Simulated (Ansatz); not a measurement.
**CdS: changing the functional**

Space group F-43m (No. 216). a = 5.833 Å, b = 5.833 Å, c = 5.833 Å, α = 90.00°, β = 90.00°, γ = 90.00°
```tsv
atom	site	symmetry	x	y	z
Cd	4a	-43m	0.0000	0.0000	0.0000
S	4c	-43m	0.2500	0.2500	0.2500
```

Kept alike: task projected density of states; k mesh 5 × 5 × 5; occupations fermi-dirac, width 0.05 eV; no spin polarisation. Program: Ansatz, Ansatz PAW. Cutoffs run from 420 to 500 eV. The mesh is that of the run's cell of 2 atoms. No spin-orbit coupling.

```csv
functional,pressure (GPa)
BLYP,6.13
HSE06,1.74
LDA,-2.42
PBE,2.88
PBE0,1.58
PBEsol,-0.23
RPBE,5.12
r2SCAN,1.50
r2SCAN0,0.92
revPBE,4.52
```

Pressure is positive in compression, with a Pulay correction for the finite cutoff. All rows use potentials made for PBE.

What does the functional change here?

The pressure runs from -2.42 (LDA) to 6.13 GPa (BLYP). From PBE: BLYP +3.25; HSE06 -1.14; LDA -5.30; PBE0 -1.30; PBEsol -3.11; RPBE +2.24; r2SCAN -1.38; r2SCAN0 -1.96; revPBE +1.64. A positive pressure means that the functional's own cell is larger than the one given, a negative one that it is smaller.
